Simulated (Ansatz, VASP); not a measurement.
**Cd in VASP and in Ansatz**

```
Cd
1.0
     1.52319   -4.89381    0.02907
     1.52319    4.89381    0.02907
    -0.05936    0.00000    3.21032
Cd
2
Direct
  0.86775 0.13225 0.25000
  0.13225 0.86775 0.75000
```

Alike in both runs: functional PBE; k mesh 6 × 6 × 6; occupations gaussian, width 0.1 eV; no spin polarisation.

Ansatz relaxed the structure, and its values are those at the end. VASP's run is a single point on that final structure, the one shown.

```csv
,VASP,Ansatz
version,VASP 6.6.1,Ansatz 0.2.0
potentials or method,"VASP PAW PBE potentials, release 64 (Cd)","scalar-relativistic, plane waves, PAW"
plane-wave cutoff (eV),520,420
valence electrons in the cell,24,40
```

|  | VASP | Ansatz | Ansatz less VASP |
| --- | --- | --- | --- |
| gap on the k mesh at the Fermi level (eV) | none | none | - |
| pressure (GPa) | 0.3 | 0.1 | -0.23 |
| rms of the force components (eV/Å) | 0.010 | 0.010 | -0.0003 |

A gap of «none» marks a metal or a gap that the smearing closes. The two sets of potentials don't hold the same shells in valence.
